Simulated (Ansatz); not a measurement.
# SiO2: the cost of one run

Program: Ansatz 0.2.0. Level of theory: DFT HSE06, scalar-relativistic, plane waves, PAW. These are calculated values, not measurements.

## 1. Starting point

It takes space group P-3m1 (No. 164, trigonal). Conventional cell: a = 2.686 Å, b = 2.686 Å, c = 4.603 Å, α = 90.00°, β = 90.00°, γ = 120.00°. Around Si (site symmetry -3m) lie 6 O at 1.80 Å. O (site symmetry 3m) is surrounded by 3 Si at 1.80 Å.

As a file:

```cif
data_structure
_symmetry_space_group_name_H-M 'P 1'
_symmetry_Int_Tables_number 1
_cell_length_a 2.6865
_cell_length_b 2.6865
_cell_length_c 4.6032
_cell_angle_alpha 90.000
_cell_angle_beta 90.000
_cell_angle_gamma 120.000
_cell_volume 28.77
loop_
_atom_site_label
_atom_site_type_symbol
_atom_site_fract_x
_atom_site_fract_y
_atom_site_fract_z
_atom_site_occupancy
Si1 Si 0.00000 0.00000 0.00000 1
O1 O 0.66667 0.33333 0.80109 1
O2 O 0.33333 0.66667 0.19891 1
```

It is the end of an earlier relaxation with the same method, from a generated guess; it needn't be the stable form of this composition. At a tolerance of 0.02 Å it has space group P-3m1 (No. 164); it has 9.59 Å³/atom, an uncorrected energy of -2.54 eV/atom over the elements and, on its mesh, gap 6.16 eV.

## 2. The same geometry with HSE06

Input file input.yaml:

```yaml
crystal:
  lattice:
    - [2.6864556753, 0.0, 0.0]
    - [-1.3432278377, 2.3265388609, 0.0]
    - [0.0, 0.0, 4.6031815546]
  atoms:
    - { symbol: Si, position: [0.0, 0.0, 0.0] }
    - { symbol: O, position: [0.6666666667, 0.3333333333, 0.801085503] }
    - { symbol: O, position: [0.3333333333, 0.6666666667, 0.198914497] }
basis:
  ecutwfc: 420
kpoints:
  mp_grid: { grid: [6, 6, 4] }
  band_path:
    path:
      - [[0.0, 0.0, 0.0], [0.5, 0.0, 0.0], [0.33333333, 0.33333333, 0.0], [0.0, 0.0, 0.0], [0.0, 0.0, 0.5], [0.5, 0.0, 0.5], [0.33333333, 0.33333333, 0.5], [0.0, 0.0, 0.5]]
      - [[0.5, 0.0, 0.5], [0.5, 0.0, 0.0]]
      - [[0.33333333, 0.33333333, 0.5], [0.33333333, 0.33333333, 0.0]]
    npoints: 4
hamiltonian:
  xc: hse06
scf:
  occupations: { method: gaussian, width: 0.02 }
output:
  forces: true
  stress: true
  eigenvalues: true
  populations: true
  dos: { projected: true, de: 0.02 }
  bader: false
```

Command:

```bash
$ ansatz run input.yaml --threads 1 --pin off --max-ram 2560MiB --backend cpu --events-out ev --progress --plain --runs-dir out
```

Q: Estimate wall time and peak memory on 1 thread of Intel Xeon 6975P-C (Granite Rapids), shared host.

About 76 s, with a peak of 0.7 GiB.
